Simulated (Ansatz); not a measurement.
# Molecular dynamics of MoS$_{2}$

Input:

```yaml
crystal:
  lattice:
    - [-3.310699, -1.911433, 6.443291]
    - [3.310699, -1.911433, 6.443291]
    - [0.0, 3.822866, 6.443291]
  atoms:
    - { symbol: Mo, position: [0.0, 0.0, 0.0] }
    - { symbol: S, position: [0.25, 0.25, 0.25] }
    - { symbol: S, position: [0.417, 0.417, 0.417] }
    - { symbol: Mo, position: [0.5, 0.5, 0.0] }
    - { symbol: S, position: [0.75, 0.75, 0.25] }
    - { symbol: S, position: [0.917, 0.917, 0.417] }
    - { symbol: Mo, position: [0.5, 0.0, 0.5] }
    - { symbol: S, position: [0.75, 0.25, 0.75] }
    - { symbol: S, position: [0.917, 0.417, 0.917] }
    - { symbol: Mo, position: [0.0, 0.5, 0.5] }
    - { symbol: S, position: [0.25, 0.75, 0.75] }
    - { symbol: S, position: [0.417, 0.917, 0.917] }
basis:
  ecutwfc: 500.0
kpoints:
  mp_grid: { grid: [3, 3, 3] }
hamiltonian:
  xc: r2scan
  pseudopotentials: { kind: paw, azcp: { folder: soft_1 } }
scf:
  occupations: { method: fermi_dirac, width: 0.36 }
  lower_state_search: "off"
md:
  timestep: 1.5
  n_steps: 90
  ensemble: nvt_langevin
  temperature: 4200.0
  initial_velocities: maxwell_boltzmann
  seed: 916878
  friction: 0.02
```

Launched with:

```bash
$ ansatz run input.yaml --threads 4 --pin off --max-ram 10240MiB --backend cpu --events-out ev --progress --plain --runs-dir out
```

It starts from an unrelaxed structure (largest force component 1.66 eV/Å).

Output, in part (step lines):

```
md step     0: t =     0.00 fs  T =  3850.0 K  F+E_penalty+E_count = -27127.79068735 eV  E_kin = 5.971812 eV  (13 SCF iters)
md step     1: t =     1.50 fs  T =  3502.9 K  F+E_penalty+E_count = -27127.70679713 eV  E_kin = 5.433409 eV  (8 SCF iters)
md step     2: t =     3.00 fs  T =  3286.1 K  F+E_penalty+E_count = -27127.59259837 eV  E_kin = 5.097137 eV  (9 SCF iters)
md step     3: t =     4.50 fs  T =  3171.8 K  F+E_penalty+E_count = -27127.44554340 eV  E_kin = 4.919906 eV  (8 SCF iters)
md step     4: t =     6.00 fs  T =  3103.1 K  F+E_penalty+E_count = -27127.28983209 eV  E_kin = 4.813274 eV  (8 SCF iters)
md step     5: t =     7.50 fs  T =  2290.5 K  F+E_penalty+E_count = -27127.13000416 eV  E_kin = 3.552888 eV  (7 SCF iters)
md step     6: t =     9.00 fs  T =  2181.0 K  F+E_penalty+E_count = -27126.97515697 eV  E_kin = 3.383050 eV  (6 SCF iters)
md step     7: t =    10.50 fs  T =  2452.9 K  F+E_penalty+E_count = -27126.82559212 eV  E_kin = 3.804711 eV  (6 SCF iters)
md step     8: t =    12.00 fs  T =  2726.8 K  F+E_penalty+E_count = -27126.66170005 eV  E_kin = 4.229659 eV  (6 SCF iters)
md step     9: t =    13.50 fs  T =  2260.0 K  F+E_penalty+E_count = -27126.47180620 eV  E_kin = 3.505506 eV  (6 SCF iters)
md step    10: t =    15.00 fs  T =  2525.0 K  F+E_penalty+E_count = -27126.25939085 eV  E_kin = 3.916574 eV  (8 SCF iters)
md step    11: t =    16.50 fs  T =  2103.2 K  F+E_penalty+E_count = -27126.05880452 eV  E_kin = 3.262290 eV  (6 SCF iters)
md step    12: t =    18.00 fs  T =  2498.1 K  F+E_penalty+E_count = -27125.87043471 eV  E_kin = 3.874807 eV  (6 SCF iters)
md step    13: t =    19.50 fs  T =  3060.5 K  F+E_penalty+E_count = -27125.65381896 eV  E_kin = 4.747171 eV  (6 SCF iters)
md step    14: t =    21.00 fs  T =  2996.8 K  F+E_penalty+E_count = -27125.45213900 eV  E_kin = 4.648470 eV  (6 SCF iters)
md step    15: t =    22.50 fs  T =  2902.0 K  F+E_penalty+E_count = -27125.27550811 eV  E_kin = 4.501372 eV  (6 SCF iters)
md step    16: t =    24.00 fs  T =  3294.6 K  F+E_penalty+E_count = -27125.09303650 eV  E_kin = 5.110350 eV  (6 SCF iters)
md step    17: t =    25.50 fs  T =  3175.4 K  F+E_penalty+E_count = -27124.90183791 eV  E_kin = 4.925368 eV  (6 SCF iters)
md step    18: t =    27.00 fs  T =  3498.0 K  F+E_penalty+E_count = -27124.68408396 eV  E_kin = 5.425800 eV  (6 SCF iters)
md step    19: t =    28.50 fs  T =  3842.9 K  F+E_penalty+E_count = -27124.43607222 eV  E_kin = 5.960845 eV  (6 SCF iters)
md step    20: t =    30.00 fs  T =  3430.3 K  F+E_penalty+E_count = -27124.20007619 eV  E_kin = 5.320880 eV  (8 SCF iters)
md step    21: t =    31.50 fs  T =  2968.5 K  F+E_penalty+E_count = -27124.00450862 eV  E_kin = 4.604573 eV  (7 SCF iters)
md step    22: t =    33.00 fs  T =  3148.1 K  F+E_penalty+E_count = -27123.86541134 eV  E_kin = 4.883056 eV  (6 SCF iters)
md step    23: t =    34.50 fs  T =  3337.2 K  F+E_penalty+E_count = -27123.75007462 eV  E_kin = 5.176467 eV  (6 SCF iters)
md step    24: t =    36.00 fs  T =  3559.0 K  F+E_penalty+E_count = -27123.63146271 eV  E_kin = 5.520461 eV  (6 SCF iters)
md step    25: t =    37.50 fs  T =  3531.5 K  F+E_penalty+E_count = -27123.49682384 eV  E_kin = 5.477781 eV  (6 SCF iters)
md step    26: t =    39.00 fs  T =  3507.0 K  F+E_penalty+E_count = -27123.33589742 eV  E_kin = 5.439851 eV  (6 SCF iters)
md step    27: t =    40.50 fs  T =  2802.9 K  F+E_penalty+E_count = -27123.16024770 eV  E_kin = 4.347577 eV  (6 SCF iters)
md step    28: t =    42.00 fs  T =  3098.4 K  F+E_penalty+E_count = -27122.97917304 eV  E_kin = 4.805977 eV  (6 SCF iters)
md step    29: t =    43.50 fs  T =  3108.2 K  F+E_penalty+E_count = -27122.80503711 eV  E_kin = 4.821225 eV  (6 SCF iters)
md step    30: t =    45.00 fs  T =  3041.7 K  F+E_penalty+E_count = -27122.65499426 eV  E_kin = 4.718095 eV  (8 SCF iters)
md step    31: t =    46.50 fs  T =  2973.1 K  F+E_penalty+E_count = -27122.50208156 eV  E_kin = 4.611686 eV  (6 SCF iters)
md step    32: t =    48.00 fs  T =  2765.5 K  F+E_penalty+E_count = -27122.35266033 eV  E_kin = 4.289686 eV  (6 SCF iters)
md step    33: t =    49.50 fs  T =  3040.0 K  F+E_penalty+E_count = -27122.24502855 eV  E_kin = 4.715360 eV  (6 SCF iters)
md step    34: t =    51.00 fs  T =  3290.5 K  F+E_penalty+E_count = -27122.16919209 eV  E_kin = 5.103958 eV  (6 SCF iters)
md step    35: t =    52.50 fs  T =  3573.7 K  F+E_penalty+E_count = -27122.10340773 eV  E_kin = 5.543238 eV  (6 SCF iters)
md step    36: t =    54.00 fs  T =  3786.3 K  F+E_penalty+E_count = -27122.03777332 eV  E_kin = 5.873013 eV  (6 SCF iters)
md step    37: t =    55.50 fs  T =  3984.5 K  F+E_penalty+E_count = -27121.96190003 eV  E_kin = 6.180489 eV  (6 SCF iters)
md step    38: t =    57.00 fs  T =  3867.5 K  F+E_penalty+E_count = -27121.88329841 eV  E_kin = 5.998973 eV  (6 SCF iters)
md step    39: t =    58.50 fs  T =  3513.0 K  F+E_penalty+E_count = -27121.80699047 eV  E_kin = 5.449044 eV  (6 SCF iters)
md step    40: t =    60.00 fs  T =  3719.9 K  F+E_penalty+E_count = -27121.72129150 eV  E_kin = 5.769991 eV  (8 SCF iters)
md step    41: t =    61.50 fs  T =  3969.6 K  F+E_penalty+E_count = -27121.61864320 eV  E_kin = 6.157393 eV  (6 SCF iters)
md step    42: t =    63.00 fs  T =  3616.0 K  F+E_penalty+E_count = -27121.49341589 eV  E_kin = 5.608881 eV  (6 SCF iters)
md step    43: t =    64.50 fs  T =  3563.1 K  F+E_penalty+E_count = -27121.34487186 eV  E_kin = 5.526851 eV  (6 SCF iters)
md step    44: t =    66.00 fs  T =  3680.7 K  F+E_penalty+E_count = -27121.19482244 eV  E_kin = 5.709153 eV  (6 SCF iters)
md step    45: t =    67.50 fs  T =  3952.5 K  F+E_penalty+E_count = -27121.04289411 eV  E_kin = 6.130734 eV  (6 SCF iters)
md step    46: t =    69.00 fs  T =  3469.5 K  F+E_penalty+E_count = -27120.87569211 eV  E_kin = 5.381595 eV  (6 SCF iters)
md step    47: t =    70.50 fs  T =  3194.9 K  F+E_penalty+E_count = -27120.68853930 eV  E_kin = 4.955671 eV  (6 SCF iters)
md step    48: t =    72.00 fs  T =  2953.3 K  F+E_penalty+E_count = -27120.47904899 eV  E_kin = 4.580965 eV  (6 SCF iters)
md step    49: t =    73.50 fs  T =  2461.2 K  F+E_penalty+E_count = -27120.26793160 eV  E_kin = 3.817565 eV  (6 SCF iters)
md step    50: t =    75.00 fs  T =  2660.8 K  F+E_penalty+E_count = -27120.05380634 eV  E_kin = 4.127157 eV  (7 SCF iters)
md step    51: t =    76.50 fs  T =  2836.5 K  F+E_penalty+E_count = -27119.85196713 eV  E_kin = 4.399771 eV  (7 SCF iters)
md step    52: t =    78.00 fs  T =  2741.5 K  F+E_penalty+E_count = -27119.68090543 eV  E_kin = 4.252366 eV  (6 SCF iters)
md step    53: t =    79.50 fs  T =  2632.4 K  F+E_penalty+E_count = -27119.54727716 eV  E_kin = 4.083220 eV  (6 SCF iters)
md step    54: t =    81.00 fs  T =  2559.7 K  F+E_penalty+E_count = -27119.44562819 eV  E_kin = 3.970457 eV  (6 SCF iters)
md step    55: t =    82.50 fs  T =  2797.2 K  F+E_penalty+E_count = -27119.37708018 eV  E_kin = 4.338795 eV  (6 SCF iters)
md step    56: t =    84.00 fs  T =  2654.0 K  F+E_penalty+E_count = -27119.33774118 eV  E_kin = 4.116652 eV  (6 SCF iters)
md step    57: t =    85.50 fs  T =  3071.2 K  F+E_penalty+E_count = -27119.32653345 eV  E_kin = 4.763802 eV  (6 SCF iters)
md step    58: t =    87.00 fs  T =  3351.6 K  F+E_penalty+E_count = -27119.33319316 eV  E_kin = 5.198752 eV  (6 SCF iters)
md step    59: t =    88.50 fs  T =  3166.0 K  F+E_penalty+E_count = -27119.31331958 eV  E_kin = 4.910771 eV  (6 SCF iters)
md step    60: t =    90.00 fs  T =  3590.6 K  F+E_penalty+E_count = -27119.23840198 eV  E_kin = 5.569511 eV  (8 SCF iters)
md step    61: t =    91.50 fs  T =  3216.9 K  F+E_penalty+E_count = -27119.13303152 eV  E_kin = 4.989733 eV  (6 SCF iters)
md step    62: t =    93.00 fs  T =  4041.3 K  F+E_penalty+E_count = -27119.01957912 eV  E_kin = 6.268551 eV  (6 SCF iters)
md step    63: t =    94.50 fs  T =  3906.3 K  F+E_penalty+E_count = -27118.87320987 eV  E_kin = 6.059189 eV  (6 SCF iters)
md step    64: t =    96.00 fs  T =  3816.3 K  F+E_penalty+E_count = -27118.71067326 eV  E_kin = 5.919501 eV  (6 SCF iters)
md step    65: t =    97.50 fs  T =  3165.9 K  F+E_penalty+E_count = -27118.52971120 eV  E_kin = 4.910763 eV  (6 SCF iters)
md step    66: t =    99.00 fs  T =  2990.8 K  F+E_penalty+E_count = -27118.30254729 eV  E_kin = 4.639087 eV  (6 SCF iters)
md step    67: t =   100.50 fs  T =  2348.6 K  F+E_penalty+E_count = -27118.05131661 eV  E_kin = 3.642959 eV  (6 SCF iters)
md step    68: t =   102.00 fs  T =  2619.3 K  F+E_penalty+E_count = -27117.75076995 eV  E_kin = 4.062864 eV  (6 SCF iters)
md step    69: t =   103.50 fs  T =  2694.5 K  F+E_penalty+E_count = -27117.42179783 eV  E_kin = 4.179524 eV  (6 SCF iters)
md step    70: t =   105.00 fs  T =  2955.2 K  F+E_penalty+E_count = -27117.13906666 eV  E_kin = 4.583874 eV  (8 SCF iters)
md step    71: t =   106.50 fs  T =  3159.6 K  F+E_penalty+E_count = -27116.92592598 eV  E_kin = 4.900940 eV  (7 SCF iters)
md step    72: t =   108.00 fs  T =  3054.3 K  F+E_penalty+E_count = -27116.80919097 eV  E_kin = 4.737624 eV  (6 SCF iters)
md step    73: t =   109.50 fs  T =  3649.7 K  F+E_penalty+E_count = -27116.77877758 eV  E_kin = 5.661082 eV  (6 SCF iters)
md step    74: t =   111.00 fs  T =  3747.6 K  F+E_penalty+E_count = -27116.82688210 eV  E_kin = 5.812967 eV  (6 SCF iters)
md step    75: t =   112.50 fs  T =  3316.2 K  F+E_penalty+E_count = -27116.93187972 eV  E_kin = 5.143781 eV  (6 SCF iters)
md step    76: t =   114.00 fs  T =  3588.9 K  F+E_penalty+E_count = -27117.07524196 eV  E_kin = 5.566873 eV  (6 SCF iters)
md step    77: t =   115.50 fs  T =  3473.9 K  F+E_penalty+E_count = -27117.21869259 eV  E_kin = 5.388372 eV  (6 SCF iters)
md step    78: t =   117.00 fs  T =  3821.3 K  F+E_penalty+E_count = -27117.35583283 eV  E_kin = 5.927240 eV  (6 SCF iters)
md step    79: t =   118.50 fs  T =  4091.5 K  F+E_penalty+E_count = -27117.48260558 eV  E_kin = 6.346352 eV  (6 SCF iters)
md step    80: t =   120.00 fs  T =  4067.7 K  F+E_penalty+E_count = -27117.56661577 eV  E_kin = 6.309552 eV  (8 SCF iters)
md step    81: t =   121.50 fs  T =  4134.3 K  F+E_penalty+E_count = -27117.62461026 eV  E_kin = 6.412800 eV  (6 SCF iters)
md step    82: t =   123.00 fs  T =  4823.7 K  F+E_penalty+E_count = -27117.69232598 eV  E_kin = 7.482063 eV  (6 SCF iters)
md step    83: t =   124.50 fs  T =  4420.1 K  F+E_penalty+E_count = -27117.78535511 eV  E_kin = 6.856130 eV  (6 SCF iters)
md step    84: t =   126.00 fs  T =  4207.5 K  F+E_penalty+E_count = -27117.93221707 eV  E_kin = 6.526298 eV  (6 SCF iters)
md step    85: t =   127.50 fs  T =  3930.2 K  F+E_penalty+E_count = -27118.12591383 eV  E_kin = 6.096153 eV  (6 SCF iters)
md step    86: t =   129.00 fs  T =  4002.4 K  F+E_penalty+E_count = -27118.35035915 eV  E_kin = 6.208233 eV  (6 SCF iters)
md step    87: t =   130.50 fs  T =  4327.8 K  F+E_penalty+E_count = -27118.58128260 eV  E_kin = 6.712861 eV  (6 SCF iters)
md step    88: t =   132.00 fs  T =  4470.5 K  F+E_penalty+E_count = -27118.78645250 eV  E_kin = 6.934221 eV  (6 SCF iters)
md step    89: t =   133.50 fs  T =  4439.9 K  F+E_penalty+E_count = -27118.94666534 eV  E_kin = 6.886800 eV  (6 SCF iters)
md step    90: t =   135.00 fs  T =  4878.2 K  F+E_penalty+E_count = -27119.05445825 eV  E_kin = 7.566719 eV  (8 SCF iters)
```

All steps were run. The mean temperature of the second half is 17 % below the set value. A run of 0.14 ps of so small a system gives no equilibrium averages. Limits of this set-up: coarse k mesh.

Mean squared displacements from the first frame to the last, about the centre of mass: Mo 0.16 Å², S 0.33 Å².

Last frame:

```xyz
12
Lattice="-3.3107 -1.9114 6.4433 3.3107 -1.9114 6.4433 0.0000 3.8229 6.4433" Properties=species:S:1:pos:R:3
Mo 0.002 0.834 -0.339
S -0.242 0.438 4.619
S 0.425 0.471 7.821
Mo -0.292 -1.835 6.166
S 0.364 -1.073 10.332
S 0.587 -1.965 14.678
Mo -1.577 1.025 6.356
S -1.827 1.809 11.045
S -1.466 1.048 13.985
Mo 1.596 1.088 5.894
S 1.464 0.820 11.347
S 1.836 1.239 14.288
```

Time of the run: 27 min on 4 threads of Arm Neoverse V1 (shared host), peak memory 1.6 GiB.
